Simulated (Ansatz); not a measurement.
# SiNi (Pnma) in Ansatz: relaxation of cell and atoms with BLYP

Aim: the relaxation of cell and atoms of SiNi with BLYP.

Program: Ansatz 0.2.0. These are calculated values, not measurements. Logs are shortened: lines on timing, memory, paths and dates and some standing lists are left out, and cuts for length are marked.

### 1 Starting point

Symmetry: Pnma, No. 62, orthorhombic system. The conventional cell has a = 5.173 Å, b = 3.338 Å, c = 5.605 Å, α = 90.00°, β = 90.00°, γ = 90.00°. Ni (site symmetry m) has 6 Si at 2.28 to 2.40 Å as nearest neighbours. Around Si (site symmetry m) lie 6 Ni at 2.28 to 2.40 Å.

### 2 Relaxation of cell and atoms, BLYP, collinear spin, ferromagnetic start

input.yaml

```yaml
crystal:
  lattice:
    - [5.1731, 0.0, 0.0]
    - [0.0, 3.3381, 0.0]
    - [0.0, 0.0, 5.6049]
  atoms:
    - { symbol: Ni, position: [0.99221, 0.75, 0.81248], spin: 1.0 }
    - { symbol: Ni, position: [0.50779, 0.25, 0.31248], spin: 1.0 }
    - { symbol: Ni, position: [0.49221, 0.75, 0.68752], spin: 1.0 }
    - { symbol: Ni, position: [0.00779, 0.25, 0.18752], spin: 1.0 }
    - { symbol: Si, position: [0.67872, 0.25, 0.9175] }
    - { symbol: Si, position: [0.82128, 0.75, 0.4175] }
    - { symbol: Si, position: [0.17872, 0.25, 0.5825] }
    - { symbol: Si, position: [0.32128, 0.75, 0.0825] }
hamiltonian:
  xc: blyp
  pseudopotentials: { kind: paw }
magnetization:
  spin_polarized: true
kpoints:
  mp_grid: { grid: [5, 8, 5] }
scf:
  occupations: { method: fermi_dirac, width: 0.05 }
output:
  forces: true
  stress: true
  eigenvalues: true
relax:
  f_tol: 0.01
  max_steps: 40
  cell: { stress_tol: 0.05 }
```

Potentials or basis: Ansatz PAW.

The run is started by

```sh
$ ansatz run input.yaml --threads 4 --pin off --max-ram 11264MiB --backend cpu --events-out ev --progress --plain --runs-dir out
```

Log:

```text
Warning: RAYON_NUM_THREADS=4 ignored (pool sized by the plan → 4); use --threads N
Engine: ansatz 0.2.0, aarch64-unknown-linux-gnu
Pseudopotentials: kind: paw
Pseudopotential: Ni, paw, valence charge 18, recommended cutoff 420 eV (normal), Ni.paw.azcp
Pseudopotential: Si, paw, valence charge 4, recommended cutoff 420 eV (normal), Si.paw.azcp
Functional definition: BLYP
  parameter beta = 0.0042
  parameter a = 0.04918
  parameter b = 0.132
  parameter c = 0.2533
  parameter d = 0.349
  exchange = b88_x(beta = beta)
  correlation = lyp_c(a = a, b = b, c = c, d = d)
Crystal: 8 atoms, lattice volume = 96.787 Å³
Basis set: ecut = 420 eV, 1905 PW (Γ), exchange–correlation on 72×48×80 points (8 copies of the dense FFT grid, shifted against one another)
Bands: 56, of which v1, the nominal top of the filled ones, is band 44 counted from 1 (43 counted from 0)
Symmetry: 8 space group operations
Space group: Pnma (ITA 62), of the structure as read, at distance tolerance 4.6e-5 Å
Magnetic group: BNS 62.441 (UNI 539), of the structure as read, at distance tolerance 4.6e-5 Å
k-points: 45 of 200
Non-local potential: Ni, projectors of the file, l = 0: 3, l = 1: 2, l = 2: 3, l = 3: 1
Non-local potential: Si, projectors of the file, l = 0: 2, l = 1: 2, l = 2: 2
PAW form: soft (Blöchl's): semilocal exchange-correlation on the pseudo side does not see the compensation charge
PAW frozen core: Ni, regenerated for the run's functional, and the local potential with it (the file was generated under x = pbe(κ = 0.804, μ = 0.2195149727645171), c = pbe(β = 0.06672455060314922))
PAW frozen core: Si, regenerated for the run's functional, and the local potential with it (the file was generated under x = pbe(κ = 0.804, μ = 0.2195149727645171), c = pbe(β = 0.06672455060314922))
PAW one-centre angular grid: Ni, 590 points (default); XC on 64 Gauss nodes
PAW one-centre angular grid: Si, 110 points (default); XC on 64 Gauss nodes
Initial density: superposition of atomic densities (chi_scale 0.1, normalization cell)
Starting moments: Σ|m| = 4 μB on 4 of 8 sites
[... 173 lines left out ...]
Fermi energy:    13.956026 eV
--- Per-component energies (eV) ---
  E_band       = -1346.936264
  E_kinetic    = 1306.556935
  E_local      = -18204.884857  (includes V_loc(G=0)·N_el)
  E_nonlocal   = 2625.835524
  E_hartree    = 7826.690763
  E_xc         = -553.893140
  E_vxc        = -615.729834  (∫ρ·V_xc dr)
  E_paw        = -8634.651330  (= ΣΔE_a)
  E_vpaw       = -2112.096060  (= ΣTr[D̂ρ^β])
  E_aug_tail   = 0.001776  (compensation charges beyond the density's cutoff)
  E_ewald      = -10319.187671
  E_core_change = 0.073140  (= ΣΔE_core)
  E_smearing   = -0.015529  (= −TS)
  E_closure    = -0.000000  (closes the sum)
  Σ components = -25953.474389   (vs F -25953.474389, Δ=0.00e0)
--- Forces (eV/Å), atoms counted from 1 ---
  atom   1  Ni     0.00000806    -0.00000000     0.00002006
  atom   2  Ni    -0.00000806    -0.00000000     0.00002006
  atom   3  Ni     0.00000806     0.00000000    -0.00002006
  atom   4  Ni    -0.00000806     0.00000000    -0.00002006
  atom   5  Si     0.00021331     0.00000000    -0.00008736
  atom   6  Si    -0.00021331    -0.00000000    -0.00008736
  atom   7  Si     0.00021331     0.00000000     0.00008736
  atom   8  Si    -0.00021331    -0.00000000     0.00008736
  max |Σ_I F_I| component: 1.04e-17 eV/Å
--- Stress (GPa, compression-positive) ---
        0.008673       0.000000      -0.000000
        0.000000       0.001260      -0.000000
       -0.000000      -0.000000       0.000750
  P = ⅓ Tr σ = 0.0036 GPa (0.036 kbar)
--- Band table (eV; the first three rows and the last of 90) ---
  k-point 0 ↑: bands = ["-89.5990", "-89.5972", "-89.5949", "-89.5931", "-50.1536", "-50.1483", "-50.1406", "-50.1331", "-50.1001", "-50.0993", "-50.0722", "-50.0675", "-50.0638", "-50.0591", "-50.0565", "-50.0550", "1.5959", "4.7830", "5.8890", "6.5040", "7.8472", "8.2329", "9.9604", "10.2109", "10.2966", "10.4136", "10.4475", "10.5535", "10.5884", "10.9500", "11.0030", "11.1614", "11.4590", "11.5451", "11.7105", "11.7759", "11.8792", "11.9469", "11.9601", "12.0674", "12.1511", "12.7813", "12.9563", "13.1361", "14.7029", "15.0515", "17.3493", "17.4351", "18.0537", "18.1675", "18.5607", "19.6230", "20.2889", "20.3481", "20.4235", "20.4702"]
  k-point 1 ↑: bands = ["-89.5988", "-89.5975", "-89.5946", "-89.5933", "-50.1532", "-50.1490", "-50.1397", "-50.1337", "-50.1000", "-50.0994", "-50.0719", "-50.0683", "-50.0630", "-50.0594", "-50.0563", "-50.0551", "1.7659", "4.0645", "6.3824", "6.5694", "7.7126", "8.8149", "9.4865", "10.2063", "10.2619", "10.3121", "10.3288", "10.5941", "10.7327", "11.0012", "11.0173", "11.1105", "11.4273", "11.6247", "11.6315", "11.6322", "11.7112", "11.9610", "11.9889", "12.1362", "12.4383", "12.5695", "13.1646", "13.4286", "14.9193", "15.4896", "16.4350", "17.3454", "18.0680", "18.1586", "18.1791", "19.6045", "20.3357", "20.5325", "20.5594", "20.7312"]
  k-point 2 ↑: bands = ["-89.5985", "-89.5980", "-89.5941", "-89.5936", "-50.1521", "-50.1506", "-50.1376", "-50.1354", "-50.0998", "-50.0996", "-50.0710", "-50.0697", "-50.0615", "-50.0602", "-50.0560", "-50.0555", "2.2670", "3.0653", "6.7274", "6.7882", "7.8155", "8.5183", "9.6999", "10.0421", "10.3686", "10.3798", "10.3901", "10.5842", "10.9000", "11.0552", "11.1087", "11.1582", "11.2503", "11.2856", "11.4432", "11.4893", "11.8315", "12.0191", "12.0884", "12.1222", "12.4294", "12.6790", "13.3635", "14.2733", "14.3171", "15.3558", "16.4292", "17.2347", "17.6411", "18.3541", "18.9469", "19.4651", "19.7852", "19.9139", "20.7348", "21.2139"]
  k-point 44 ↓: bands = ["-89.5966", "-89.5966", "-89.5954", "-89.5954", "-50.1451", "-50.1451", "-50.1432", "-50.1432", "-50.0849", "-50.0849", "-50.0716", "-50.0716", "-50.0677", "-50.0677", "-50.0659", "-50.0659", "5.4792", "5.4792", "5.7427", "5.7427", "7.8756", "7.8756", "8.3484", "8.3484", "10.4819", "10.4819", "10.5810", "10.5810", "10.7808", "10.7808", "11.0127", "11.0127", "11.5026", "11.5026", "11.6346", "11.6346", "11.9135", "11.9135", "11.9831", "11.9831", "12.1554", "12.1554", "12.2168", "12.2168", "15.3953", "15.3953", "16.2785", "16.2785", "17.0257", "17.0257", "17.7901", "17.7901", "19.3066", "19.3066", "19.8795", "19.8795"]
--- Relaxed structure (8 steps of the walk, 7 accepted, 2 SCFs on fresh bases) ---
  F+E_penalty+E_count = -25953.47438875 eV   max|allowed force component| = 2.133e-4 eV/Å   (the final SCF, on the basis selected at the relaxed cell)
  cell:  # Å, volume = 103.4326 Å³
    - [5.212154853370115, -1.0225962184606461e-32, -1.0460802589695299e-17]
    - [-6.196045761255661e-33, 3.441186156050032, 3.360560423004827e-33]
    - [-1.1333968497609398e-17, 5.6426125984541364e-33, 5.766759853089814]
  atoms:
    - { symbol: Ni, position: [0.9960330074627781, 0.75, 0.8047353076162073] }
    - { symbol: Ni, position: [0.5039669925372218, 0.25, 0.30473530761620726] }
    - { symbol: Ni, position: [0.4960330074627781, 0.75, 0.6952646923837927] }
    - { symbol: Ni, position: [0.003966992537221778, 0.25, 0.19526469238379274] }
    - { symbol: Si, position: [0.6856359194960651, 0.25, 0.9173783229211226] }
    - { symbol: Si, position: [0.8143640805039348, 0.75, 0.4173783229211227] }
    - { symbol: Si, position: [0.185635919496065, 0.25, 0.5826216770788774] }
    - { symbol: Si, position: [0.31436408050393494, 0.75, 0.08262167707887738] }
```

It took 1.7 min on 4 threads of Arm Neoverse V1, shared host; peak memory 0.73 GiB.

What came out:

```yaml
Free_energy: -25953.4744 eV
Relaxed_volume: 12.93 Å³/atom
Relaxed_cell: a = 5.212 Å, b = 3.441 Å, c = 5.767 Å, α = 90.00°, β = 90.00°, γ = 90.00°
Space_group_after_relaxing_to_0.05_Å: Pnma (No. 62)
Energy_gained_by_relaxing: 27.4 meV/atom
Ionic_steps: 9
Pressure_after_relaxing: 0.0 GPa
Band_gap_on_the_k_mesh: none (metal or under the smearing width)
Net_moment: 0.00 μB per cell
Absolute_moment: 0.00 μB per cell
```

The path:
| step | energy change (eV) | largest force (eV/Å) | volume (Å³) |
| --- | --- | --- | --- |
| 1 | 0.0000 | 0.1624 | 96.79 |
| 2 | -0.1664 | 0.0796 | 100.17 |
| 3 | -0.2142 | 0.0298 | 102.97 |
| 4 | -0.2153 | 0.0094 | 103.27 |
| 5 | -0.2153 | 0.0151 | 103.37 |
| 6 | -0.2154 | 0.0003 | 103.38 |
| 7 | -0.2191 | 0.0006 | 103.38 |
| 8 | -0.2191 | 0.0002 | 103.43 |
| 9 | -0.2191 | 0.0002 | 103.43 |

Final structure:
```
Ni Si
1.0
     5.21215    0.00000    0.00000
     0.00000    3.44119    0.00000
     0.00000    0.00000    5.76676
Ni Si
4 4
Direct
  0.99603 0.75000 0.80474
  0.50397 0.25000 0.30474
  0.49603 0.75000 0.69526
  0.00397 0.25000 0.19526
  0.68564 0.25000 0.91738
  0.81436 0.75000 0.41738
  0.18564 0.25000 0.58262
  0.31436 0.75000 0.08262
```

Caveat: the plane-wave basis is chosen anew once the cell has moved, so the energies of steps on either side of that aren't comparable; the PAW data sets come from PBE, with cores solved anew for the run's functional, which leaves a small shift of forces and pressure; the starting moments weren't kept.

### 3 Against experiment

Step 2. The cell as given is a measured one (12.10 Å³/atom); BLYP puts the equilibrium volume +6.9 % from it, thermal expansion not counted.
